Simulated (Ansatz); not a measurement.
Something may be wrong with this Ansatz 0.2.0 calculation of NiO.

Contents of input.yaml:

```yaml
crystal:
  lattice:
    - [0.0, 1.46391666, 1.46391666]
    - [1.46391666, 0.0, 1.46391666]
    - [1.46391666, 1.46391666, 0.0]
  atoms:
    - { symbol: Ni, position: [0.0, 0.0, 0.0], spin: 1.0 }
    - { symbol: O, position: [0.5, 0.5, 0.5] }
hamiltonian:
  xc: pbe
  pseudopotentials: { kind: paw }
magnetization:
  spin_polarized: true
kpoints:
  mp_grid: { grid: [11, 11, 11] }
  band_path:
    path:
      - [[0.0, 0.0, 0.0], [0.5, 0.0, 0.5], [0.5, 0.25, 0.75], [0.375, 0.375, 0.75], [0.0, 0.0, 0.0], [0.5, 0.5, 0.5], [0.625, 0.25, 0.625], [0.5, 0.25, 0.75], [0.5, 0.5, 0.5], [0.375, 0.375, 0.75]]
      - [[0.625, 0.25, 0.625], [0.5, 0.0, 0.5]]
    npoints: 14
scf:
  occupations: { method: fermi_dirac, width: 0.05 }
  n_extra_bands: 6
  max_iter: 75
output:
  forces: true
  stress: true
  eigenvalues: true
  fatbands: true
```

Potentials or basis: Ansatz PAW.

Command:

```console
$ ansatz run input.yaml --threads 2 --pin off --max-ram 5632MiB --backend cpu --events-out ev --progress --plain --runs-dir out
```

Output:

```text
Warning: RAYON_NUM_THREADS=2 ignored (pool sized by the plan → 2); use --threads N
[... 1 line left out ...]
Engine: ansatz 0.2.0, aarch64-unknown-linux-gnu
Pseudopotentials: kind: paw
Pseudopotential: Ni, paw, valence charge 18, recommended cutoff 420 eV (normal), Ni.paw.azcp
Pseudopotential: O, paw, valence charge 6, recommended cutoff 420 eV (normal), O.paw.azcp
Functional definition: PBE
  parameter kappa = 0.804
  parameter beta = 0.06672455060314922
  exchange = pbe_x(kappa = kappa, mu = beta*pi^2/3)
  correlation = pbe_c(beta = beta)
Crystal: 2 atoms, lattice volume = 6.274 Å³
Basis set: ecut = 420 eV, 113 PW (Γ), exchange–correlation on 30×30×30 points (8 copies of the dense FFT grid, shifted against one another)
Bands: 18, of which v1, the nominal top of the filled ones, is band 12 counted from 1 (11 counted from 0)
Symmetry: 48 space group operations
Space group: Fm-3m (ITA 225), of the structure as read, at distance tolerance 1.8e-5 Å
Magnetic group: BNS 225.116 (UNI 1618), of the structure as read, at distance tolerance 1.8e-5 Å
[... 26 lines left out ...]
NSCF: frozen V_eff on 142 k-points
SCF converged after 11 iterations
Magnetization: 0.0000 μB (12.0000 up, 12.0000 down)
Absolute magnetization: 0.0000 μB (∫|ρ↑−ρ↓|, with the PAW one-centre terms)
Spin contamination: 0.0000 ħ² per cell (⟨S²⟩ above its minimum at these occupations)
Per-site moments (μB) at R_I (Å): [(2.66287554494868e-8, 0.60386562225), (-2.0217992181299233e-8, 0.60386562225)]
Free energy (F): -6373.156846 eV
Harris-Foulkes:  -6373.156846 eV  (|F-HF|=2.73e-12)
Internal energy: -6373.152629 eV  (E = F + TS)
E sigma→0 (E₀):  -6373.154738 eV
Entropy (-TS):   -0.004218 eV (-2.109 meV/atom)
Fermi energy:    54.075799 eV
--- Per-component energies (eV) ---
  E_band       = 420.708436
  E_kinetic    = 536.666316
  E_local      = -2017.769720  (includes V_loc(G=0)·N_el)
  E_nonlocal   = 744.511651
  E_hartree    = 984.399765
  E_xc         = -174.291658
  E_vxc        = -225.182408  (∫ρ·V_xc dr)
  E_paw        = -1808.984814  (= ΣΔE_a)
  E_vpaw       = -586.321975  (= ΣTr[D̂ρ^β])
  E_aug_tail   = 0.004967  (compensation charges beyond the density's cutoff)
  E_ewald      = -4637.689135
  E_smearing   = -0.004218  (= −TS)
  E_closure    = -0.000000  (closes the sum)
  Σ components = -6373.156846   (vs F -6373.156846, Δ=0.00e0)
--- Forces (eV/Å), atoms counted from 1 ---
  atom   1  Ni    -0.00000000     0.00000000    -0.00000000
  atom   2  O      0.00000000    -0.00000000    -0.00000000
  max |Σ_I F_I| component: 1.49e-29 eV/Å
--- Stress (GPa, compression-positive) ---
     2269.002404      -0.000000       0.000000
        0.000000    2269.002404       0.000000
        0.000000      -0.000000    2269.002404
  P = ⅓ Tr σ = 2269.0024 GPa (22690.024 kbar)
[... 6 lines left out ...]
```

**Question.** Diagnose the run.

**Answer.** The calculation finished and met its thresholds. The input holds a flaw that was put in on purpose: a lattice far too small. The program doesn't stop on it, so the numbers can't be trusted though the run ends normally.
